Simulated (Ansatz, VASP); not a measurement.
## Two plane-wave programs on SrO

```
Sr O
1.0
     1.96747    1.13592    3.21366
    -1.96747    1.13592    3.21366
     0.00000   -2.27184    3.21366
Sr O
1 1
Direct
  0.04123 0.04123 0.04123
  0.29121 0.29121 0.29121
```

Alike in both runs: task single point; functional r2SCAN; dispersion rVV10; k mesh 8 × 8 × 8; occupations fermi-dirac, width 0.03 eV; no spin polarisation.

|  | VASP | Ansatz |
| --- | --- | --- |
| version | VASP 6.6.1 | Ansatz 0.2.0 |
| potentials or method | VASP PAW PBE potentials, release 64 (Sr_sv, O) | plane waves, PAW |
| plane-wave cutoff (eV) | 520 | 500 |
| valence electrons in the cell | 16 | 16 |

```tsv
	VASP	Ansatz	Ansatz less VASP
gap on the k mesh at the Fermi level (eV)	2.83	2.81	-0.015
pressure (GPa)	0.5	0.0	-0.56
```

Caveats: the PAW data sets were made with another functional, which shifts forces and pressure a little (VASP). A k mesh can miss the band edges. r2SCAN opens gaps a little over a GGA but as a rule still falls short of measured ones.
